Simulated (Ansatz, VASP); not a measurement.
**SiO2 in VASP and in Ansatz**

```
Si O
1.0
    -2.53841    2.53841    3.67929
     2.53841   -2.53841    3.67929
     2.53841    2.53841   -3.67929
Si O
2 4
Cartesian
  0.0000 0.0000 0.0000
  0.0000 2.5384 1.8396
  1.2692 2.9179 2.7595
  0.3795 1.2692 0.9198
  -1.2692 2.1589 2.7595
  -0.3795 3.8076 0.9198
```

Alike in both runs: functional r2SCAN; k mesh 8 × 8 × 8; occupations gaussian, width 0.02 eV; no spin polarisation.

Ansatz relaxed the structure, and its values are those at the end. VASP's run is a single point on that final structure, the one shown.

```csv
,VASP,Ansatz
version,VASP 6.6.1,Ansatz 0.2.0
potentials or method,"VASP PAW PBE potentials, release 64 (Si, O)","scalar-relativistic, plane waves, PAW"
plane-wave cutoff (eV),520,500
valence electrons in the cell,32,32
```

|  | VASP | Ansatz | Ansatz less VASP |
| --- | --- | --- | --- |
| gap on the k mesh at the Fermi level (eV) | 6.33 | 6.33 | +0.003 |
| least direct gap on the mesh (eV) | 6.33 | 6.33 | +0.003 |
| pressure (GPa) | -1.1 | -1.2 | -0.14 |

Caveats: the PAW data sets were made with another functional, which shifts forces and pressure a little (VASP). A k mesh can miss the band edges. r2SCAN opens gaps a little over a GGA but as a rule still falls short of measured ones.
